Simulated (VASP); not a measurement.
Set up this calculation in VASP 6.6.1, as the native input.

| Property | Result |
| --- | --- |
| Task | single point |
| Functional | PBE |
| Potentials or basis | VASP PAW PBE potentials, release 64 (C) |
| Cutoff | 520 eV |
| k mesh | 14 × 14 × 3 |
| Occupations | fermi-dirac, width 0.05 eV |
| Spin | no spin polarisation |
| Dipole correction | no |
| Further INCAR settings | ALGO = Fast; EDIFF = 1e-07; NBANDS = 36 |

The structure of C lies in POSCAR:

```
C
1.0
    2.5221000000      0.0000000000      0.0000000000
   -1.2610500000      2.1842026709      0.0000000000
    0.0000000000      0.0000000000     12.3557000000
C
12
Direct
    0.0000000000      0.0000000000      0.1868256752
    0.0000000000      0.0000000000      0.6868256752
    0.0000000000      0.0000000000      0.3131743248
    0.0000000000      0.0000000000      0.8131743248
    0.3333333333      0.6666666667      0.5207245484
    0.6666666667      0.3333333333      0.0207245484
    0.3333333333      0.6666666667      0.9792754516
    0.6666666667      0.3333333333      0.4792754516
    0.3333333333      0.6666666667      0.6451002459
    0.6666666667      0.3333333333      0.1451002459
    0.3333333333      0.6666666667      0.8548997541
    0.6666666667      0.3333333333      0.3548997541
```

This is a hexagonal form of diamond, not graphite.

The cell isn't the ideal one: ions relaxed at fixed cell.

The input as run:

INCAR

```
ALGO = Fast
EDIFF = 1E-7
ENCUT = 520
GGA = PE
ISIF = 2
ISMEAR = -1
LASPH = True
LCHARG = False
LREAL = False
LWAVE = False
NBANDS = 36
NELM = 100
PREC = Accurate
SIGMA = 0.05
```

KPOINTS

```
k-points
0
Gamma
  14 14 3
```

Potentials or basis: VASP PAW PBE potentials, release 64 (C).

Command:

```sh
$ cat potpaw_PBE.64/C/POTCAR > POTCAR
$ mpirun -np 1 vasp_std > vasp.out
```

It gave:

```
Pressure               : 2.7 GPa
Largest force          : 0.010 eV/Å
Band gap on the k mesh : 4.40 eV, indirect (least direct gap 5.33 eV)
```

Caveat: an odd mesh through Γ misses points on the zone boundary, where band edges often lie.

Run time: 3.6 min on 1 thread of Intel(R) Xeon(R) Platinum 8375C CPU @ 2.90GHz (Ice Lake), with other jobs on the host, peak memory 0.22 GiB.
